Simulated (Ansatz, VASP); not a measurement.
**PbS (Galena) in VASP and in Ansatz**

INCAR

```
ALGO = Normal ; EDIFF = 1E-7
ENCUT = 520 ; GGA = RE
ISIF = 2 ; ISMEAR = -1
LASPH = True ; LCHARG = False
LREAL = False ; LWAVE = False
NBANDS = 17 ; NELM = 80
PREC = Accurate ; SIGMA = 0.05
```

The input KPOINTS:

```
k-points
0
Gamma
  8 8 8
```

The input POSCAR:

```
PbS
1.0
    0.0000000000      2.9657500000      2.9657500000
    2.9657500000      0.0000000000      2.9657500000
    2.9657500000      2.9657500000      0.0000000000
Pb S
1 1
Direct
    0.0000000000      0.0000000000      0.0000000000
    0.5000000000      0.5000000000      0.5000000000
```

Contents of input.yaml:

```yaml
crystal:
  lattice:
    - [0.0, 2.96575, 2.96575]
    - [2.96575, 0.0, 2.96575]
    - [2.96575, 2.96575, 0.0]
  atoms:
    - { symbol: Pb, position: [0.0, 0.0, 0.0] }
    - { symbol: S, position: [0.5, 0.5, 0.5] }
hamiltonian:
  xc: revpbe
  pseudopotentials: { kind: paw }
kpoints:
  mp_grid: { grid: [8, 8, 8] }
  band_path:
    path:
      - [[0.0, 0.0, 0.0], [0.5, 0.0, 0.5], [0.5, 0.25, 0.75], [0.375, 0.375, 0.75], [0.0, 0.0, 0.0], [0.5, 0.5, 0.5], [0.625, 0.25, 0.625], [0.5, 0.25, 0.75], [0.5, 0.5, 0.5], [0.375, 0.375, 0.75]]
      - [[0.625, 0.25, 0.625], [0.5, 0.0, 0.5]]
    npoints: 14
scf:
  occupations: { method: fermi_dirac, width: 0.05 }
  n_extra_bands: 6
output:
  forces: true
  stress: true
  eigenvalues: true
  fatbands: false
```

Alike in both runs: functional revPBE; k mesh 8 × 8 × 8; occupations fermi-dirac, width 0.05 eV; no spin polarisation.

```csv
,VASP,Ansatz
version,VASP 6.6.1,Ansatz 0.2.0
potentials or method,"VASP PAW PBE potentials, release 64 (Pb_d, S)",Ansatz PAW
plane-wave cutoff (eV),520,420
valence electrons in the cell,20,20
task,single point,band structure
```

|  | VASP | Ansatz | Ansatz less VASP |
| --- | --- | --- | --- |
| gap on the k mesh at the Fermi level (eV) | 0.43 | 0.43 | -0.007 |
| least direct gap on the mesh (eV) | 0.43 | 0.43 | -0.007 |
| pressure (GPa) | 3.6 | 3.6 | +0.08 |

Caveats: spin-orbit coupling is left out, which as a rule narrows the gap of such compounds by several tenths of an eV; the PAW data sets were made with another functional, which shifts forces and pressure a little (VASP); the PAW data sets come from PBE, with cores solved anew for the run's functional, which leaves a small shift of forces and pressure (Ansatz).
